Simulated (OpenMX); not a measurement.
Here is an OpenMX 3.8.5 calculation.

The input CuO.dat:

```
System.CurrrentDirectory             ./
System.Name                          CuO
DATA.PATH                            ./DFT_DATA13
level.of.stdout                      1
level.of.fileout                     0
Species.Number                       2
<Definition.of.Atomic.Species
  Cu  Cu6.0H-s3p2d2          Cu_PBE13H
  O   O6.0-s2p2d1            O_PBE13
Definition.of.Atomic.Species>

Atoms.Number                         4
Atoms.SpeciesAndCoordinates.Unit     FRAC
<Atoms.SpeciesAndCoordinates
    1  Cu    0.4968000000    0.0032000000    0.5000000000   9.500  9.500
    2  Cu    0.0032000000    0.4968000000    0.0000000000   9.500  9.500
    3  O     0.4056000000    0.5714000000    0.7537000000   3.000  3.000
    4  O     0.5714000000    0.4056000000    0.2537000000   3.000  3.000
Atoms.SpeciesAndCoordinates>

Atoms.UnitVectors.Unit               Ang
<Atoms.UnitVectors
     2.3446500000   -1.7134000000    0.0000000000
     2.3446500000    1.7134000000    0.0000000000
    -0.8605543552    0.0000000000    5.0594363927
Atoms.UnitVectors>

scf.XcType                           GGA-PBE
scf.SpinPolarization                 off
scf.ElectronicTemperature            580.226
scf.energycutoff                     500.0
scf.maxIter                          100
scf.EigenvalueSolver                 band
scf.Kgrid                            11 11 5
scf.Mixing.Type                      rmm-diisk
scf.Init.Mixing.Weight               0.05
scf.Min.Mixing.Weight                0.001
scf.Max.Mixing.Weight                0.3
scf.Mixing.History                   25
scf.Mixing.StartPulay                8
scf.criterion                        1.0e-8
scf.stress.tensor                    on
MD.Type                              nomd
Band.dispersion                      on
Band.Nkpath                          10
<Band.kpath
    9   0.000000  0.000000  0.000000   -0.500000 -0.500000  0.000000  G Y
    4  -0.500000 -0.500000  0.000000   -0.524946 -0.524946  0.325642  Y F
    4  -0.524946 -0.524946  0.325642   -0.500000 -0.500000  0.500000  F L
    4  -0.500000 -0.500000  0.500000   -0.633678 -0.366322  0.500000  L I
    9  -0.366322  0.366322  0.500000    0.000000  0.000000  0.500000  I1 Z
    8   0.000000  0.000000  0.500000   -0.475054 -0.475054  0.674358  Z F1
    4  -0.500000 -0.500000  0.000000   -0.612631 -0.387369  0.000000  Y X1
    9  -0.387369  0.387369  0.000000    0.000000  0.000000  0.000000  X G
    7   0.000000  0.000000  0.000000   -0.500000  0.000000  0.000000  G N
    8  -0.500000  0.000000  0.500000    0.000000  0.000000  0.000000  M G
Band.kpath>
```

Potentials or basis: OpenMX 2013 PBE set, Cu6.0H-s3p2d2, O6.0-s2p2d1, grid cutoff 500 Ry.

The run is started by

```console
$ openmx CuO.dat -nt 1 > CuO.std
```

Predict the pressure.

8.6 GPa.

Predict the Mulliken charges.

Cu +0.38; O -0.38 e.

Estimate the largest force.

0.802 eV/Å.

Levels at the corners of the path, in eV from the Fermi level:
| point | band 23 | band 24 | band 25 | band 26 | band 27 | band 28 |
| --- | --- | --- | --- | --- | --- | --- |
| Γ | -2.17 | -1.67 | 0.23 | 0.91 | 1.86 | 6.91 |
| Y | -1.78 | -1.25 | -0.66 | 1.05 | 3.71 | 7.23 |
| F | -1.38 | -1.35 | -0.68 | 0.18 | 4.55 | 6.43 |
| L | -1.30 | -1.30 | -0.45 | -0.45 | 5.51 | 5.51 |
| I|I1 | -1.50 | -1.50 | -0.31 | -0.31 | 6.15 | 6.15 |
| Z | -1.45 | -1.45 | 0.27 | 0.27 | 4.17 | 4.17 |
| F1|Y | -1.38 | -1.35 | -0.68 | 0.18 | 4.55 | 6.43 |
| X1|X | -1.45 | -1.36 | -1.30 | 0.89 | 5.18 | 7.52 |
| Γ | -2.17 | -1.67 | 0.23 | 0.91 | 1.86 | 6.91 |
| N|M | -1.48 | -1.40 | -0.04 | 0.30 | 5.17 | 6.75 |
| Γ | -2.17 | -1.67 | 0.23 | 0.91 | 1.86 | 6.91 |

Caveat: the basis of atomic orbitals isn't converged, which shifts pressures, moduli and gaps; the run has no spin polarisation, though such a crystal can be magnetic; semilocal functionals often make such compounds metallic where correlation or magnetic order opens a gap, which also shifts bond lengths.
